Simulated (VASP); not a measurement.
# Cd in VASP: work function with PBE

Aim: the work function of Cd with PBE.

All numbers are computed with VASP 6.6.1; they aren't measurements. Logs are shortened: lines on timing, memory, paths and dates and some standing lists are left out, and cuts for length are marked.

### 1 The cell of the first run

The cell holds a slab with vacuum, 4 atoms: a = 2.979 Å, b = 2.979 Å, c = 23.426 Å, α = 90.00°, β = 90.00°, γ = 120.00°.

The slab is cut from a database's or a generator's crystal, which needn't be the stable form of the element.

### 2 Work function, PBE (the (0 0 1) slab of Cd, cut from the database cell, not relaxed)

INCAR

```
SYSTEM = Cd
ALGO = Normal
DIPOL = 0.5 0.5 0.500
EDIFF = 1E-7
ENCUT = 520
GGA = PE
IDIPOL = 3
ISIF = 2
ISMEAR = 0
LASPH = .TRUE.
LCHARG = .TRUE.
LDIPOL = .TRUE.
LELF = .TRUE.
LREAL = .FALSE.
LVACPOTAV = .TRUE.
LVHAR = .TRUE.
LWAVE = .FALSE.
NELM = 100
PREC = Accurate
SIGMA = 0.05
```

KPOINTS

```
k-points
0
G
  10 10 1
  0 0 0
```

POSCAR

```
Cd
1.0
    2.9788725081      0.0000000000      0.0000000000
   -1.4894362541      2.5797792666      0.0000000000
    0.0000000000      0.0000000000     23.4264750000
Cd
4
Direct
    0.6666666667      0.3333333334      0.3201505988
    0.3333333333      0.6666666666      0.4400501996
    0.6666666667      0.3333333334      0.5599498004
    0.3333333333      0.6666666666      0.6798494012
```

Potentials or basis: VASP PAW PBE potentials, release 64 (Cd).

On the command line:

```sh
$ cat potpaw_PBE.64/Cd/POTCAR > POTCAR
$ mpirun -np 1 vasp_std > vasp.out
```

OUTCAR:

```text
SYSTEM = Cd
   EDIFF = 1E-7
   ENCUT = 520
   GGA = PE
   ISIF = 2
   ISMEAR = 0
   LASPH = .TRUE.
   LREAL = .FALSE.
   NELM = 100
   PREC = Accurate

 ion  position               nearest neighbor table
   1  0.667  0.333  0.320-   2 3.29   2 3.29   2 3.29
   2  0.333  0.667  0.440-   3 3.29   1 3.29   3 3.29   1 3.29   3 3.29   1 3.29
   3  0.667  0.333  0.560-   2 3.29   4 3.29   2 3.29   4 3.29   2 3.29   4 3.29
   4  0.333  0.667  0.680-   3 3.29   3 3.29   3 3.29

  LATTYP: Found a hexagonal cell.
 ALAT       =     2.9788725081
 C/A-ratio  =     7.8642086683

  Lattice vectors:

 A1 = (   2.9788725081,   0.0000000000,   0.0000000000)
 A2 = (  -1.4894362541,   2.5797792666,   0.0000000000)
 A3 = (   0.0000000000,   0.0000000000,  23.4264750000)

Analysis of symmetry for initial positions (statically):
=====================================================================
 Subroutine PRICEL returns:
 Original cell was already a primitive cell.

 Routine SETGRP: Setting up the symmetry group for a
 hexagonal supercell.

 Subroutine GETGRP returns: Found 12 space group operations
 (whereof 12 operations were pure point group operations)
 out of a pool of 24 trial point group operations.

The static configuration has the point symmetry D_3d.

Analysis of symmetry for dynamics (positions and initial velocities):
=====================================================================
 Subroutine PRICEL returns:
 Original cell was already a primitive cell.

 Routine SETGRP: Setting up the symmetry group for a
 hexagonal supercell.

 Subroutine GETGRP returns: Found 12 space group operations
 (whereof 12 operations were pure point group operations)
 out of a pool of 24 trial point group operations.

The dynamic configuration has the point symmetry D_3d.

 Subroutine INISYM returns: Found 12 space group operations
 (whereof 12 operations are pure point group operations),
 and found     1 'primitive' translations

----------------------------------------------------------------------------------------

                                     Primitive cell

  volume of cell :     180.0286

  direct lattice vectors                    reciprocal lattice vectors
     2.978872508  0.000000000  0.000000000     0.335697482  0.193815032  0.000000000
    -1.489436254  2.579779267  0.000000000     0.000000000  0.387630063  0.000000000
     0.000000000  0.000000000 23.426475000     0.000000000  0.000000000  0.042686747

  length of vectors
     2.978872508  2.978872508 23.426475000     0.387630063  0.387630063  0.042686747

  position of ions in fractional coordinates (direct lattice)
     0.666666667  0.333333333  0.320150599
     0.333333333  0.666666667  0.440050200
     0.666666667  0.333333333  0.559949800
     0.333333333  0.666666667  0.679849401

  ion indices of the primitive-cell ions
   primitive index   ion index
                 1           1
                 2           2
                 3           3
                 4           4

----------------------------------------------------------------------------------------

 KPOINTS: k-points

Automatic generation of k-mesh.
 Grid dimensions read from file:
 generate k-points for:   10   10    1

 Generating k-lattice:

  Cartesian coordinates                     Fractional coordinates (reciprocal lattice)
     0.033569748  0.019381503  0.000000000     0.100000000  0.000000000  0.000000000
     0.000000000  0.038763006  0.000000000     0.000000000  0.100000000  0.000000000
     0.000000000  0.000000000  0.042686747     0.000000000  0.000000000  1.000000000

  Length of vectors
     0.038763006  0.038763006  0.042686747

  Shift w.r.t. Gamma in fractional coordinates (k-lattice)
     0.000000000  0.000000000  0.000000000

 Subroutine IBZKPT returns following result:
 ===========================================

 Found     14 irreducible k-points:

 Following reciprocal coordinates:
            Coordinates               Weight
  0.000000  0.000000  0.000000      1.000000
  0.100000 -0.000000  0.000000      6.000000
  0.200000 -0.000000  0.000000      6.000000
  0.300000 -0.000000  0.000000      6.000000
  0.400000  0.000000  0.000000      6.000000
  0.500000  0.000000  0.000000      3.000000
  0.100000  0.100000  0.000000      6.000000
  0.200000  0.100000  0.000000     12.000000
  0.300000  0.100000  0.000000     12.000000
  0.400000  0.100000  0.000000     12.000000
  0.200000  0.200000  0.000000      6.000000
  0.300000  0.200000  0.000000     12.000000
  0.400000  0.200000  0.000000      6.000000
  0.300000  0.300000  0.000000      6.000000
   k-points           NKPTS =     14   k-points in BZ     NKDIM =     14   number of bands    NBANDS=     28
   number of dos      NEDOS =    301   number of ions     NIONS =      4
   total plane-waves  NPLWV = 103680
   dimension x,y,z NGX =    24 NGY =   24 NGZ =  180
   dimension x,y,z NGXF=    48 NGYF=   48 NGZF=  360
   ions per type =               4
   NGX,Y,Z   is equivalent  to a cutoff of  13.39, 13.39, 12.77 a.u.
   NGXF,Y,Z  is equivalent  to a cutoff of  26.79, 26.79, 25.55 a.u.
 SYSTEM =  Cd
   PREC   = accura    normal or accurate (medium, high low for compatibility)
   ISTART =      0    job   : 0-new  1-cont  2-samecut
   ICHARG =      2    charge: 1-file 2-atom 10-const
   ISPIN  =      1    spin polarized calculation?
   LNONCOLLINEAR =      F non collinear calculations
   LSORBIT =      F    spin-orbit coupling
   LASPH  =      T    aspherical Exc in radial PAW
   ENCUT  =  520.0 eV  38.22 Ry    6.18 a.u.   5.54  5.54 43.56*2*pi/ulx,y,z
   NELM   =    100;   NELMIN=  2; NELMDL= -5     # of ELM steps
   EDIFF  = 0.1E-06   stopping-criterion for ELM
   LREAL  =      F    real-space projection
   EDIFFG = 0.1E-05   stopping-criterion for IOM
   NSW    =      0    number of steps for IOM
   IBRION =     -1    ionic relax: 0-MD 1-quasi-New 2-CG
   NFREE  =      0    steps in history (QN), initial steepest desc. (CG)
   ISIF   =      2    stress and relaxation
   ISYM   =      2    0-nonsym 1-usesym 2-fastsym
   POTIM  = 0.5000    time-step for ionic-motion
   TEBEG  =    0.0;   TEEND  =   0.0 temperature during run
   PSTRESS=    0.0 pullay stress
   NELECT =      48.0000    total number of electrons
   NUPDOWN=      -1.0000    fix difference up-down
   EMIN   =  10.00;   EMAX   =-10.00  energy-range for DOS
   EFERMI =   0.00;   METHOD = LEGACY
   ISMEAR =     0;   SIGMA  =   0.05  broadening in eV -4-tet -1-fermi 0-gaus
   EFERMI_NEDOS =   21; number of points for ismear=-14 and -15
   IALGO  =     38    algorithm
   IMIX   =      4    mixing-type and parameters
     AMIX     =   0.40;   BMIX     =  1.00
     AMIX_MAG =   1.60;   BMIX_MAG =  1.00
  volume/ion in A,a.u.               =      45.01       303.72
  Fermi-wavevector in a.u.,A,eV,Ry     =   1.053678  1.991164 15.105709  1.110238
  Thomas-Fermi vector in A             =   2.188809
   LORBIT       =      0    0 simple, 1 ext, 2 COOP (PROOUT), +10 PAW based schemes
   GGA     = PE    functional components
   LHFCALC =     F    Hartree Fock is set to
   AEXX    =    0.0000 exact exchange contribution
   IVDW    =     0    specifies the selected vdW correction
   LEPSILON=     F    determine dielectric tensor
   LRPA    =     F    only Hartree local field effects (RPA)
 non-spin polarized calculation
 Gauss-broadening in eV      SIGMA  =   0.05
  energy-cutoff  :      520.00
  volume of cell :      180.03
 maximum number of plane-waves:      4923
 NGX is ok and might be reduce to    24
   NGX = 11   NGY = 11   NGZ = 87

 dipolmoment           0.000000      0.000000      0.000000 electrons x Angstroem

 number of electron      47.9999991 magnetization

 dipolmoment           0.000000      0.000000     -0.000000 electrons x Angstroem

 Free energy of the ion-electron system (eV)
  ---------------------------------------------------
  ext. energy  EPLUGINS =         0.00000000
  ---------------------------------------------------
  free energy    TOTEN  =        -2.76340718 eV

  energy without entropy =       -2.75853943  energy(sigma->0) =       -2.76097331

 E-fermi :  -0.4437     XC(G=0):  -5.9265

 val. band max:       -0.7410782378   @ k =   0.4000   0.2000   0.0000
 cond. band min:      -0.4153417489   @ k =   0.3000   0.2000   0.0000
 fundamental gap:      0.3257364888
 Fermi energy:        -0.4436647776

 k-point     1 :       0.0000    0.0000    0.0000
  band No.  band energies     occupation
      1     -10.3154      2.00000
      2     -10.2121      2.00000
      3     -10.1051      2.00000
      4     -10.0750      2.00000
      5      -9.7192      2.00000
      6      -9.7192      2.00000
[... 20 lines left out ...]
     27       2.1285      0.00000
     28       3.1473      0.00000

 k-point     2 :       0.1000   -0.0000    0.0000
  band No.  band energies     occupation
      1     -10.2182      2.00000
      2     -10.1153      2.00000
      3     -10.0095      2.00000
      4      -9.9857      2.00000
      5      -9.7542      2.00000
      6      -9.7305      2.00000
[... 20 lines left out ...]
     27       2.3521      0.00000
     28       3.3775      0.00000

 k-point     3 :       0.2000   -0.0000    0.0000
  band No.  band energies     occupation
      1     -10.1293      2.00000
      2     -10.0324      2.00000
      3      -9.9255      2.00000
      4      -9.9021      2.00000
      5      -9.7942      2.00000
      6      -9.7355      2.00000
[... 20 lines left out ...]
     27       3.0172      0.00000
     28       4.0633      0.00000

 k-point     4 :       0.3000   -0.0000    0.0000
  band No.  band energies     occupation
      1     -10.2623      2.00000
      2     -10.1696      2.00000
      3     -10.0645      2.00000
      4     -10.0521      2.00000
      5      -9.8744      2.00000
      6      -9.8295      2.00000
[... 20 lines left out ...]
     27       3.9700      0.00000
     28       4.1106      0.00000

 k-point     5 :       0.4000    0.0000    0.0000
  band No.  band energies     occupation
      1     -10.4031      2.00000
      2     -10.3121      2.00000
      3     -10.2102      2.00000
      4     -10.1966      2.00000
      5     -10.0577      2.00000
      6      -9.9749      2.00000
[... 20 lines left out ...]
     27       1.7970      0.00000
     28       2.7124      0.00000

 k-point     6 :       0.5000    0.0000    0.0000
  band No.  band energies     occupation
      1     -10.4584      2.00000
      2     -10.3679      2.00000
      3     -10.2676      2.00000
      4     -10.2524      2.00000
      5     -10.1255      2.00000
      6     -10.0318      2.00000
[... 20 lines left out ...]
     27       0.9252      0.00000
     28       1.5254      0.00000

 k-point     7 :       0.1000    0.1000    0.0000
  band No.  band energies     occupation
      1     -10.0731      2.00000
      2      -9.9769      2.00000
      3      -9.8927      2.00000
      4      -9.8743      2.00000
      5      -9.7918      2.00000
      6      -9.7879      2.00000
[... 20 lines left out ...]
     27       2.7972      0.00000
     28       3.8360      0.00000

 k-point     8 :       0.2000    0.1000    0.0000
  band No.  band energies     occupation
      1     -10.0849      2.00000
      2      -9.9950      2.00000
      3      -9.8949      2.00000
      4      -9.8771      2.00000
      5      -9.7972      2.00000
      6      -9.7781      2.00000
[... 20 lines left out ...]
     27       3.6752      0.00000
     28       4.7400      0.00000

 k-point     9 :       0.3000    0.1000    0.0000
  band No.  band energies     occupation
      1     -10.2405      2.00000
      2     -10.1494      2.00000
      3     -10.0520      2.00000
      4     -10.0324      2.00000
      5      -9.9538      2.00000
      6      -9.8889      2.00000
[... 20 lines left out ...]
     27       2.9301      0.00000
     28       3.3603      0.00000

 k-point    10 :       0.4000    0.1000    0.0000
  band No.  band energies     occupation
      1     -10.3415      2.00000
      2     -10.2488      2.00000
      3     -10.1569      2.00000
      4     -10.1342      2.00000
      5     -10.0702      2.00000
      6      -9.9860      2.00000
[... 20 lines left out ...]
     27       1.3395      0.00000
     28       2.6782      0.00000

 k-point    11 :       0.2000    0.2000    0.0000
  band No.  band energies     occupation
      1      -9.9762      2.00000
      2      -9.9712      2.00000
      3      -9.9284      2.00000
      4      -9.8368      2.00000
      5      -9.8108      2.00000
      6      -9.7672      2.00000
[... 20 lines left out ...]
     27       4.3827      0.00000
     28       4.7232      0.00000

 k-point    12 :       0.3000    0.2000    0.0000
  band No.  band energies     occupation
      1     -10.0473      2.00000
      2     -10.0119      2.00000
      3      -9.9626      2.00000
      4      -9.9042      2.00000
      5      -9.8412      2.00000
      6      -9.8094      2.00000
[... 20 lines left out ...]
     27       2.6069      0.00000
     28       3.3576      0.00000

 k-point    13 :       0.4000    0.2000    0.0000
  band No.  band energies     occupation
      1     -10.0809      2.00000
      2     -10.0375      2.00000
      3      -9.9898      2.00000
      4      -9.9398      2.00000
      5      -9.8577      2.00000
      6      -9.8400      2.00000
[... 20 lines left out ...]
     27       1.8005      0.00000
     28       2.1292      0.00000

 k-point    14 :       0.3000    0.3000    0.0000
  band No.  band energies     occupation
      1      -9.9575      2.00000
      2      -9.8714      2.00000
      3      -9.8122      2.00000
      4      -9.7602      2.00000
      5      -9.7419      2.00000
      6      -9.6879      2.00000
[... 20 lines left out ...]
     27       1.6950      0.00000
     28       1.8917      0.00000

------------------------ aborting loop because EDIFF is reached ----------------------------------------

  FORCE on cell =-STRESS in cart. coord.  units (eV):
  Direction    XX          YY          ZZ          XY          YZ          ZX
  --------------------------------------------------------------------------------------
  -------------------------------------------------------------------------------------
  Total        1.6146913      1.6146913     -0.3995626     -0.0000000      0.0000000      0.0000000
  in kB       14.3700628     14.3700628     -3.5559366     -0.0000000      0.0000000      0.0000000
  external PRESSURE =       8.3947297 kB  Pullay stress =       0.0000000 kB

 VOLUME and BASIS-vectors are now :
 -----------------------------------------------------------------------------
  energy-cutoff  :      520.00
  volume of cell :      180.03
      direct lattice vectors                 reciprocal lattice vectors
     2.978872508  0.000000000  0.000000000     0.335697482  0.193815032  0.000000000
    -1.489436254  2.579779267  0.000000000     0.000000000  0.387630063  0.000000000
     0.000000000  0.000000000 23.426475000     0.000000000  0.000000000  0.042686747

 POSITION                                       TOTAL-FORCE (eV/Angst)
 -----------------------------------------------------------------------------------
      1.48944      0.85993      7.50000        -0.000000      0.000000      0.043818
     -0.00000      1.71985     10.30882         0.000000      0.000000      0.009527
      1.48944      0.85993     13.11765         0.000000     -0.000000     -0.009527
     -0.00000      1.71985     15.92648         0.000000      0.000000     -0.043818
 -----------------------------------------------------------------------------------
    total drift:                                0.000000      0.000000      0.000000

  FREE ENERGIE OF THE ION-ELECTRON SYSTEM (eV)
  ---------------------------------------------------
  free  energy   TOTEN  =        -2.7634071766 eV

  energy  without entropy=       -2.7585394334  energy(sigma->0) =       -2.76097331

 vacuum level on the upper side and lower side of the slab         3.182         3.182
```

Run time: 90 s. Hardware: 1 thread of Intel Xeon Platinum 8259CL at 2.50GHz (Skylake/Cascade Lake), shared host; peak memory 0.32 GiB.

What came out:

```
Free energy                     : -2.7634 eV
Largest force                   : 0.044 eV/Å
Band gap on the k mesh          : none (metal or under the smearing width)
Work function of the upper face : 3.63 eV
Work function of the lower face : 3.63 eV
```

Forces on the atoms (eV/Å):
```
Cd   0.000  0.000  0.044
Cd   0.000  0.000  0.010
Cd   0.000  0.000 -0.010
Cd   0.000  0.000 -0.044
```
